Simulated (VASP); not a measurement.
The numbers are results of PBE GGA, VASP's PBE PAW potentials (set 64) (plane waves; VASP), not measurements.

A VASP calculation is set up with these files.

### INCAR
```
SYSTEM=MgF2
PREC=Accurate; ENCUT=520; LREAL=.FALSE.
LASPH=.TRUE.
EDIFF=1E-8; NELM=100; ALGO=Normal
ISMEAR=0; SIGMA=0.01
GGA=PE
LWAVE=.FALSE.; LCHARG=.FALSE.
LEPSILON=.TRUE.
```

### KPOINTS
```
Automatic mesh
0
Gamma
5 5 7
0 0 0
```

**POSCAR**
```
MgF2
4.6799510
  0.9999999856   0.0000000000   0.0000000000
  0.0000000000   0.9999999856   0.0000000000
  0.0000000000   0.0000000000   0.6596256002
Mg F
2 4
Cart
  0.0000000000   0.0000000000   0.0000000000
  0.4999999928   0.4999999928   0.3298128001
  0.3034030282   0.3034030282   0.0000000000
  0.8034030210   0.1965969646   0.3298128001
  0.1965969646   0.8034030210   0.3298128001
  0.6965969574   0.6965969574   0.0000000000
```

POTCAR, in this order: Mg F (PBE.64 set). Program: vasp_std.

Output of the run:

**OUTCAR**
```
 ion  position               nearest neighbor table
   1  0.000  0.000  0.000-   3 2.01   6 2.01   5 2.02   4 2.02   4 2.02   5 2.02   2 3.65   2 3.65
                             2 3.65   2 3.65   2 3.65   2 3.65   2 3.65   2 3.65
   2  0.500  0.500  0.500-   4 2.01   5 2.01   3 2.02   6 2.02   3 2.02   6 2.02   1 3.65   1 3.65
                             1 3.65   1 3.65   1 3.65   1 3.65   1 3.65   1 3.65
   3  0.303  0.303  0.000-   1 2.01   2 2.02   2 2.02
   4  0.803  0.197  0.500-   2 2.01   1 2.02   1 2.02
   5  0.197  0.803  0.500-   2 2.01   1 2.02   1 2.02
   6  0.697  0.697  0.000-   1 2.01   2 2.02   2 2.02
  LATTYP: Found a simple tetragonal cell.
 ALAT       =     4.6799509326
 C/A-ratio  =     0.6596256097
 Subroutine PRICEL returns:
 Original cell was already a primitive cell.
 Subroutine GETGRP returns: Found 16 space group operations
The static configuration has the point symmetry D_2h.
 The point group associated with its full space group is D_4h.
The dynamic configuration has the point symmetry D_2h.
 Subroutine INISYM returns: Found 16 space group operations
 Subroutine IBZKPT returns following result:
 Found     24 irreducible k-points:

 Following reciprocal coordinates:
            Coordinates               Weight
  0.000000  0.000000  0.000000      1.000000
...
```

OSZICAR:
```
...
RMM:   1    -0.112209952728E+03   -0.11221E+03    0.14070E+02  1868   0.104E+02
RMM:   2    -0.112782386695E+03   -0.57243E+00   -0.34602E+00  1569   0.136E+01
RMM:   3    -0.112794164086E+03   -0.11777E-01   -0.39572E-02  1657   0.116E+00
RMM:   4    -0.112794473657E+03   -0.30957E-03   -0.36508E-04  1676   0.120E-01
RMM:   5    -0.112794478463E+03   -0.48063E-05   -0.78721E-06  1680   0.158E-02
RMM:   6    -0.112794478730E+03   -0.26655E-06    0.32625E-07  1590   0.214E-03
RMM:   7    -0.112794478749E+03   -0.19313E-07    0.28390E-07  1262   0.529E-04
RMM:   8    -0.112794478749E+03    0.12487E-09    0.29861E-07   847   0.319E-04
RMM:   9    -0.112794478763E+03   -0.14213E-07    0.14275E-07   705   0.305E-04
RMM:  10    -0.112794478763E+03   -0.17012E-09    0.16592E-07   710   0.305E-04
RMM:  11    -0.112794478763E+03    0.40394E-09    0.73054E-09   704   0.305E-04
 Linear response G [H, r] |phi>, progress :
  Direction:   3
       N       E                     dE             d eps       ncg     rms
RMM:   1    -0.111943450882E+03   -0.11194E+03    0.12847E+02  1761   0.102E+02
RMM:   2    -0.112646670601E+03   -0.70322E+00   -0.32537E+00  1472   0.130E+01
RMM:   3    -0.112660028142E+03   -0.13358E-01   -0.30643E-02  1589   0.112E+00
RMM:   4    -0.112660277491E+03   -0.24935E-03   -0.32121E-04  1631   0.118E-01
RMM:   5    -0.112660280902E+03   -0.34111E-05   -0.68745E-06  1632   0.134E-02
RMM:   6    -0.112660280989E+03   -0.86896E-07   -0.25945E-07  1525   0.180E-03
RMM:   7    -0.112660280993E+03   -0.44321E-08   -0.19496E-07  1143   0.439E-04
RMM:   8    -0.112660280995E+03   -0.23817E-08   -0.20862E-07   741   0.276E-04
RMM:   9    -0.112660280995E+03   -0.22055E-10   -0.21580E-07   675   0.267E-04
RMM:  10    -0.112660280995E+03    0.93920E-10   -0.19168E-07   659   0.267E-04
RMM:  11    -0.112660280995E+03    0.29426E-09   -0.69854E-08   651   0.267E-04
 Linear response to external field (no local field effect), progress :
  Direction:   1
       N       E                     dE             d eps       ncg     rms          rms(c)
RMM:   1    -0.181237704324E+00   -0.18124E+00   -0.31758E-01  1784   0.237E+00
RMM:   2    -0.180151846056E+00    0.10859E-02   -0.34160E-03  1569   0.401E-01
RMM:   3    -0.180164859541E+00   -0.13013E-04   -0.30034E-05  1622   0.314E-02
RMM:   4    -0.180165150962E+00   -0.29142E-06   -0.32572E-07  1635   0.326E-03
RMM:   5    -0.180165154545E+00   -0.35833E-08   -0.65981E-09  1301   0.408E-04
 Linear response to external field (no local field effect), progress :
  Direction:   2
       N       E                     dE             d eps       ncg     rms          rms(c)
RMM:   1    -0.189203538168E+00   -0.18920E+00   -0.37337E-01  1733   0.243E+00
RMM:   2    -0.188562391180E+00    0.64115E-03   -0.37117E-03  1569   0.410E-01
RMM:   3    -0.188576937035E+00   -0.14546E-04   -0.36512E-05  1605   0.334E-02
RMM:   4    -0.188577349515E+00   -0.41248E-06   -0.45116E-07  1626   0.359E-03
RMM:   5    -0.188577355229E+00   -0.57145E-08   -0.10653E-08  1294   0.459E-04
 Linear response to external field (no local field effect), progress :
  Direction:   3
       N       E                     dE             d eps       ncg     rms          rms(c)
RMM:   1    -0.193650867463E+00   -0.19365E+00   -0.36031E-01  1665   0.239E+00
RMM:   2    -0.192586096275E+00    0.10648E-02   -0.29094E-03  1564   0.357E-01
RMM:   3    -0.192596727413E+00   -0.10631E-04   -0.25685E-05  1574   0.281E-02
RMM:   4    -0.192596972578E+00   -0.24516E-06   -0.29184E-07  1571   0.294E-03
RMM:   5    -0.192596975756E+00   -0.31787E-08   -0.61872E-09  1147   0.368E-04
 Linear response to external field, progress :
  Direction:   1
       N       E                     dE             d eps       ncg     rms          rms(c)
RMM:   1    -0.185220621019E+00   -0.18522E+00   -0.34548E-01  2627   0.240E+00
RMM:   2    -0.184357104373E+00    0.86352E-03   -0.35637E-03  2359   0.405E-01    0.667E-01
RMM:   3    -0.183099612100E+00    0.12575E-02   -0.23169E-03  2248   0.414E-01    0.402E-01
RMM:   4    -0.194778061061E+00   -0.11678E-01   -0.36670E-03  2223   0.548E-01    0.436E-02
RMM:   5    -0.196243951953E+00   -0.14659E-02   -0.41526E-05  2418   0.631E-02    0.230E-02
RMM:   6    -0.197051741059E+00   -0.80779E-03   -0.25212E-05  2259   0.399E-02    0.362E-03
RMM:   7    -0.197080650404E+00   -0.28909E-04   -0.28709E-07  2484   0.608E-03    0.181E-03
RMM:   8    -0.197143305126E+00   -0.62655E-04   -0.20206E-07  2316   0.370E-03    0.354E-04
RMM:   9    -0.197139133236E+00    0.41719E-05   -0.15354E-08  2365   0.653E-04    0.970E-05
RMM:  10    -0.197139765888E+00   -0.63265E-06   -0.13538E-08  2106   0.311E-04    0.197E-05
RMM:  11    -0.197139257952E+00    0.50794E-06    0.19756E-09   851   0.501E-05    0.683E-06
 Linear response to external field, progress :
  Direction:   2
       N       E                     dE             d eps       ncg     rms          rms(c)
RMM:   1    -0.185220621474E+00   -0.18522E+00   -0.34548E-01  2624   0.240E+00
RMM:   2    -0.184357104856E+00    0.86352E-03   -0.35637E-03  2360   0.405E-01    0.667E-01
RMM:   3    -0.183099605808E+00    0.12575E-02   -0.23169E-03  2248   0.414E-01    0.402E-01
RMM:   4    -0.194778054045E+00   -0.11678E-01   -0.36670E-03  2222   0.548E-01    0.436E-02
RMM:   5    -0.196243950976E+00   -0.14659E-02   -0.41519E-05  2416   0.631E-02    0.230E-02
RMM:   6    -0.197051743552E+00   -0.80779E-03   -0.25220E-05  2261   0.399E-02    0.362E-03
RMM:   7    -0.197080652308E+00   -0.28909E-04   -0.28913E-07  2481   0.608E-03    0.181E-03
RMM:   8    -0.197143304761E+00   -0.62652E-04   -0.20587E-07  2321   0.370E-03    0.354E-04
RMM:   9    -0.197139133732E+00    0.41710E-05   -0.18990E-08  2366   0.653E-04    0.970E-05
RMM:  10    -0.197139768958E+00   -0.63523E-06   -0.17338E-08  2109   0.311E-04    0.197E-05
RMM:  11    -0.197139259472E+00    0.50949E-06   -0.11941E-09   848   0.501E-05    0.683E-06
 Linear response to external field, progress :
  Direction:   3
       N       E                     dE             d eps       ncg     rms          rms(c)
RMM:   1    -0.193650867463E+00   -0.19365E+00   -0.36031E-01  1665   0.239E+00
RMM:   2    -0.192586096275E+00    0.10648E-02   -0.29094E-03  1564   0.357E-01    0.687E-01
RMM:   3    -0.190335358121E+00    0.22507E-02   -0.26456E-03  1374   0.433E-01    0.412E-01
RMM:   4    -0.203129704259E+00   -0.12794E-01   -0.54438E-03  1403   0.621E-01    0.450E-02
RMM:   5    -0.204927126474E+00   -0.17974E-02   -0.83769E-05  1456   0.862E-02    0.582E-03
RMM:   6    -0.205005448861E+00   -0.78322E-04   -0.17662E-06  1500   0.110E-02    0.259E-03
RMM:   7    -0.205089047928E+00   -0.83599E-04   -0.35566E-07  1573   0.535E-03    0.368E-04
RMM:   8    -0.205090777797E+00   -0.17299E-05   -0.13401E-09  1459   0.535E-04    0.116E-04
RMM:   9    -0.205092208759E+00   -0.14310E-05   -0.13946E-09  1238   0.272E-04    0.127E-05
RMM:  10    -0.205091929696E+00    0.27906E-06   -0.34707E-10   512   0.495E-05    0.302E-06
```

### OUTCAR
```
------------------------ aborting loop because EDIFF is reached ----------------------------------------

 HEAD OF MICROSCOPIC STATIC DIELECTRIC TENSOR (INDEPENDENT PARTICLE, excluding Hartree and local field effects)
 ------------------------------------------------------
           1.986888     0.000000     0.000000
           0.000000     1.986888     0.000000
           0.000000     0.000000     2.030918
 ------------------------------------------------------

 MACROSCOPIC STATIC DIELECTRIC TENSOR (including local field effects in DFT)
 ------------------------------------------------------
           1.959986     0.000000     0.000000
           0.000000     1.959986     0.000000
           0.000000     0.000000     1.994359
 ------------------------------------------------------

 PIEZOELECTRIC TENSOR (including local field effects)  for field in x, y, z        (e  Angst)
          XX          YY          ZZ          XY          YZ          ZX
  --------------------------------------------------------------------------------
  x     0.00000     0.00000     0.00000     0.00000     0.00000     0.00000
  y     0.00000     0.00000     0.00000     0.00000     0.00000     0.00000
  z     0.00000     0.00000     0.00000     0.00000     0.00000     0.00000

 PIEZOELECTRIC TENSOR (including local field effects)  for field in x, y, z        (C/m^2)
          XX          YY          ZZ          XY          YZ          ZX
  --------------------------------------------------------------------------------
  x     0.00000     0.00000     0.00000     0.00000     0.00000     0.00000
  y     0.00000     0.00000     0.00000     0.00000     0.00000     0.00000
  z     0.00000     0.00000     0.00000     0.00000     0.00000     0.00000

 BORN EFFECTIVE CHARGES (including local field effects) (in |e|, cummulative output)
 ---------------------------------------------------------------------------------
 ion    1
    1     1.97921     0.04336     0.00000
    2     0.04336     1.97921     0.00000
    3     0.00000     0.00000     2.06875
 ion    2
    1     1.97921    -0.04336     0.00000
    2    -0.04336     1.97921     0.00000
    3     0.00000     0.00000     2.06875
 ion    3
    1    -0.98961    -0.20126     0.00000
    2    -0.20126    -0.98961     0.00000
    3     0.00000     0.00000    -1.03438
 ion    4
    1    -0.98961     0.20126     0.00000
    2     0.20126    -0.98961     0.00000
    3     0.00000     0.00000    -1.03438
 ion    5
    1    -0.98961     0.20126     0.00000
    2     0.20126    -0.98961     0.00000
    3     0.00000     0.00000    -1.03438
 ion    6
    1    -0.98961    -0.20126     0.00000
    2    -0.20126    -0.98961     0.00000
    3     0.00000     0.00000    -1.03438
```
(Selected blocks of OUTCAR.)

The compound is MgF2 in the rutile structure. It was relaxed first.
